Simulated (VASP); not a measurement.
A run of VASP 6.6.1 is set up as follows.

The input INCAR:

```
ALGO = Fast
EDIFF = 1E-6
EDIFFG = -0.01
ENCUT = 600
GGA = RP
IBRION = 2
ISIF = 3
ISMEAR = -1
IVDW = 12
LASPH = T
LCHARG = F
LREAL = F
LWAVE = F
NELM = 60
NSW = 60
PREC = Accurate
SIGMA = 0.05
```

File KPOINTS:

```
k-points
0
Gamma
  9 9 7
```

Contents of POSCAR:

```
SiSe
1.0
    3.5952000000      0.0000000000      0.0000000000
   -1.7976000000      3.1135300000      0.0000000000
    0.0000000000      0.0000000000      3.5987300000
Si Se
1 1
Direct
    0.6666700000      0.3333300000      0.5000000000
    0.0000000000      0.0000000000      0.0000000000
```

Potentials or basis: VASP PAW PBE potentials, release 64 (Si, Se).

The run is started by

```sh
$ cat potpaw_PBE.64/Si/POTCAR potpaw_PBE.64/Se/POTCAR > POTCAR
$ mpirun -np 1 vasp_std > vasp.out
```

Q: Estimate the relaxed volume.

A: 15.13 Å³/atom.

Q: Predict the space group after relaxing (to 0.05 Å).

A: P-6m2 (No. 187).

Q: Estimate the band gap on the k mesh.

A: None (metal or under the smearing width).

Q: What does it give for the relaxed cell?

A: a = 3.143 Å, b = 3.143 Å, c = 3.539 Å, α = 90.00°, β = 90.00°, γ = 120.00°.

The path:
| step | energy change (eV) | largest force (eV/Å) | pressure (GPa) | volume (Å³) |
| --- | --- | --- | --- | --- |
| 1 | 0.0000 | 0.0000 | -13.82 | 40.28 |
| 2 | -0.5167 | 0.0001 | 1.16 | 30.98 |
| 3 | -0.5175 | 0.0001 | 0.12 | 31.26 |
| 4 | -0.5817 | 0.0000 | 1.57 | 30.19 |
| 5 | -0.5798 | 0.0000 | 2.84 | 29.68 |
| 6 | -0.5846 | 0.0000 | -2.01 | 30.87 |
| 7 | -0.5875 | 0.0000 | -0.28 | 30.43 |
| 8 | -0.5882 | 0.0000 | -0.43 | 30.41 |
| 9 | -0.5882 | 0.0000 | -0.47 | 30.40 |
| 10 | -0.5884 | 0.0000 | 0.29 | 30.19 |
| 11 | -0.5884 | 0.0000 | 0.02 | 30.27 |

Caveat: the volume moved by over 15 % at a fixed basis, so the end points are rough; the PAW data sets were made with another functional, which shifts forces and pressure a little; pairwise dispersion overbinds metals, which lowers pressure and volume.
